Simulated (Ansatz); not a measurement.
## Ge₃N₄: Electric field gradients

The cell is an entry of the Crystallography Open Database (COD).

```
Ge N
1.0
     0.00000    4.15455    4.15455
     4.15455    0.00000    4.15455
     4.15455    4.15455    0.00000
Ge N
6 8
Direct
  0.12500 0.12500 0.12500
  0.62500 0.12500 0.12500
  0.12500 0.12500 0.62500
  0.12500 0.62500 0.12500
  0.50000 0.50000 0.50000
  0.75000 0.75000 0.75000
  0.88320 0.88320 0.88320
  0.89960 0.36680 0.36680
  0.88320 0.88320 0.35040
  0.36680 0.89960 0.36680
  0.35040 0.88320 0.88320
  0.36680 0.36680 0.36680
  0.88320 0.35040 0.88320
  0.36680 0.36680 0.89960
```

Sites (sets of like atoms) are named by element and the number of their first atom in this list.

The numbers come from a DFT calculation in Ansatz (PBE, plane waves and PAW (field gradients read without the response of the frozen cores, which leaves them typically 4 to 6 % off), scalar-relativistic, 420 eV cutoff, Γ-centred 6×6×6 k-points, Fermi–Dirac smearing 0.02 eV).

Conventions: |V_zz| ≥ |V_yy| ≥ |V_xx|, η = (V_xx − V_yy)/V_zz, C_Q = eQV_zz/h. Directions are in the Cartesian axes of the cell vectors above, for the atom listed; none is given where the gradient is under 0.02 or η is above 0.95.

| site | first atom | first shell | V_zz (10²¹ V/m²) | η | direction of V_zz (x, y, z) |
| --- | --- | --- | --- | --- | --- |
| Ge1 | 1 | 6 N at 2.01 Å | -0.85 | 0.00 | 0.58 0.58 0.58 |
| Ge5 | 5 | 4 N at 1.92 Å | 0.00 | – | – |
| N | 7 | 4 Ge at 1.92–2.01 Å | 4.37 | 0.00 | 0.58 0.58 0.58 |

An axis of threefold or higher order runs through Ge1 and N, so V_zz lies along it and η is zero. Ge5 sits on a cubic site, where every gradient vanishes.

Hardware: 1 thread of Intel Xeon Platinum 8259CL CPU @ 2.50GHz (Skylake/Cascade Lake) (x86_64; 8 cores open to the job, memory cap 3.0 GiB, no GPU), a shared host with a load of 0.2 a core. Wall time 12 s, CPU time 12 s, peak memory 0.53 GiB.
